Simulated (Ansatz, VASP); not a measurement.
One calculation of Ti, two programs

```xyz
1
Lattice="0.0000 2.0140 2.0140 2.0140 0.0000 2.0140 2.0140 2.0140 0.0000" Properties=species:S:1:pos:R:3 pbc="T T T"
Ti    0.0000    0.0000    0.0000
```

Alike in both runs: task single point; functional PBE; k mesh 18 × 18 × 18; occupations gaussian, width 0.1 eV; no spin polarisation.

|  | VASP | Ansatz |
| --- | --- | --- |
| version | VASP 6.6.1 | Ansatz 0.2.0 |
| potentials or method | VASP PAW PBE potentials, release 64 (Ti_sv) | scalar-relativistic, plane waves, PAW |
| plane-wave cutoff (eV) | 520 | 420 |
| valence electrons in the cell | 12 | 12 |

|  | VASP | Ansatz | Ansatz less VASP |
| --- | --- | --- | --- |
| gap on the k mesh at the Fermi level (eV) | none | none | - |
| pressure (GPa) | 7.1 | 7.4 | +0.29 |

A gap of «none» marks a metal or a gap that the smearing closes. With one functional, cell and mesh, what is left measures potentials, basis and numerics.
